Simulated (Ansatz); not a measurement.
**Structure relaxation of Ca**

Level of theory: DFT PBE, scalar-relativistic, plane waves, PAW in Ansatz 0.2.0. Cutoff 420 eV, Γ-centred k mesh, Gaussian smearing, no spin polarisation in the final step.

Ca was placed on the sites of a reported S cell (R-3, No. 148), at a guessed volume.

```yaml
crystal:
  lattice:
    - [6.69056, 3.86280, 1.75042]
    - [-6.69056, 3.86280, 1.75042]
    - [0.00000, -7.72560, 1.75042]
  atoms:
    - { symbol: Ca, position: [0.58450, 0.35100, 0.24650] }
    - { symbol: Ca, position: [0.24650, 0.58450, 0.35100] }
    - { symbol: Ca, position: [0.35100, 0.24650, 0.58450] }
    - { symbol: Ca, position: [0.41550, 0.64900, 0.75350] }
    - { symbol: Ca, position: [0.75350, 0.41550, 0.64900] }
    - { symbol: Ca, position: [0.64900, 0.75350, 0.41550] }
```

Steps on the 6×6×6 mesh (6 atoms). 10 of 10 steps are shown, and the free energy counts from the last. Trial steps that were taken back and renewals of the plane-wave basis can be among the rows.

```csv
step,ΔF (meV/atom),V (Å³/atom),P (GPa),largest force component (eV/Å)
1,1509.7,45.24,2.90,2.786
2,882.2,45.13,1.52,2.183
3,463.8,45.19,0.42,1.407
4,246.1,44.68,-0.07,0.677
5,131.5,43.60,0.00,0.362
6,55.3,42.63,0.28,0.192
7,18.3,42.12,0.36,0.110
8,3.2,42.34,0.18,0.007
9,1.9,42.66,0.02,0.008
10,0.0,42.66,0.10,0.008
```

A final relaxation ran on a 9×9×9 mesh. The relaxed crystal, R-3c (No. 167):

```
Ca
1.0
     5.86319    3.38511    2.15950
    -5.86319    3.38511    2.15950
     0.00000   -6.77023    2.15950
Ca
6
Direct
  0.43551 0.25000 0.06449
  0.06449 0.43551 0.25000
  0.25000 0.06449 0.43551
  0.56449 0.75000 0.93551
  0.93551 0.56449 0.75000
  0.75000 0.93551 0.56449
```

| Quantity | Value |
| --- | --- |
| Volume per atom | 42.86 Å³ |
| Density | 1.55 g/cm³ |
| Energy over the standard structure | 0.11 eV/atom |
| Gap on the 9×9×9 mesh | 0 eV (a metal) |

Energies count from the standard state of Ca at the same level.

The final run used a 9×9×9 mesh on its 6-atom cell and 0.10 eV smearing. For metals, differences of a few meV/atom aren't resolved.

A structure relaxed within its symmetry needn't be a true minimum.